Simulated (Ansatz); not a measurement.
System: zinc-blende AlSb. Method: PBEsol (plane waves, PAW; Ansatz, a program for electronic structure).

Numerical settings: plane-wave cutoff 520 eV, 10×10×10 k mesh, perturbation theory, scalar-relativistic PAW data made under PBE.

Computed at the level's own relaxed cell.

Problem. Give the computed TO(Γ) frequency.

Solution. 
TO(Γ) frequency: 311 cm⁻¹

Measured, for comparison: zone-centre TO phonon frequency 323 cm⁻¹ (temperature not stated, not corrected to a static lattice; as tabulated in Giannozzi et al., Phys. Rev. B (1991)). Computed (rounded) less measured: zone-centre TO phonon frequency -4 %.

Spin–orbit coupling is not included.
